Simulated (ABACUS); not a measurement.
Wanted: the native input for an ABACUS 3.10.1 run.

```yaml
Task: band structure
Functional: SCAN
Potentials_or_basis: SG15 ONCV 1.2 PBE
Cutoff: 1361 eV
Density_cutoff: 5442 eV
Basis: DZP LCAO (the cutoffs set its grid)
Occupations: fermi-dirac, width 0.05 eV
Spin: collinear spin, ferromagnetic start
Starting_moments: "[1.0] μB"
Orbital_files: Ni Ni_confined-atom_7au_3s2p2d1f.orb
Radial_cutoff_of_the_potentials_pseudo_rcut: 10 bohr
Density: read from an earlier self-consistent run
Path: G-X-W-K-G-L-U-W-L-K, U-X
Points_for_each_segment_of_the_path: 10
SCF_threshold_on_the_density: 1e-07
Max_SCF_steps: 100
Eigensolver: genelpa
Mixing: broyden
Mixing_share: 0.4
Symmetry_key: -1
```

Crystal: Ni.

```
Ni
1.0
     0.00000    1.73757    1.73757
     1.73757    0.00000    1.73757
     1.73757    1.73757    0.00000
Ni
1
Direct
  0.00000 0.00000 0.00000
```

The input as run:

INPUT

```
INPUT_PARAMETERS
suffix              Ni
calculation         nscf
basis_type          lcao
pseudo_dir          ./
orbital_dir         ./
symmetry            -1
dft_functional      scan
ecutwfc             100.0
pseudo_rcut         10
nspin               2
nbands              20
ks_solver           genelpa
smearing_method     fd
smearing_sigma      0.00367493
scf_thr             1e-07
scf_nmax            100
mixing_type         broyden
mixing_beta         0.4
mixing_tau          1
init_chg            file
out_band            1
```

STRU

```
ATOMIC_SPECIES
Ni 58.6934 Ni_ONCV_PBE-1.2.upf

NUMERICAL_ORBITAL
Ni_confined-atom_7au_3s2p2d1f.orb

LATTICE_CONSTANT
4.6436225084

LATTICE_VECTORS
0.0000000000 0.7071067812 0.7071067812
0.7071067812 0.0000000000 0.7071067812
0.7071067812 0.7071067812 0.0000000000

ATOMIC_POSITIONS
Cartesian

Ni
0.0
1
0.0000000000 0.0000000000 0.0000000000 1 1 1 mag 1
```

KPT

```
K_POINTS
12
Line
0.00000000 0.00000000 0.00000000 10 // G
0.50000000 0.00000000 0.50000000 10 // X
0.50000000 0.25000000 0.75000000 10 // W
0.37500000 0.37500000 0.75000000 10 // K
0.00000000 0.00000000 0.00000000 10 // G
0.50000000 0.50000000 0.50000000 10 // L
0.62500000 0.25000000 0.62500000 10 // U
0.50000000 0.25000000 0.75000000 10 // W
0.50000000 0.50000000 0.50000000 10 // L
0.37500000 0.37500000 0.75000000 1 // K
0.62500000 0.25000000 0.62500000 10 // U
0.50000000 0.00000000 0.50000000 1 // X
```

Potentials or basis: SG15 ONCV 1.2 PBE, DZP LCAO (the cutoffs set its grid).

Command:

```sh
$ OMP_NUM_THREADS=1 mpirun -np 4 abacus > log
```

Wall time 3 s on 4 MPI ranks on Intel(R) Xeon(R) Platinum 8488C (Sapphire Rapids) (shared host), peak memory 0.36 GiB a rank.
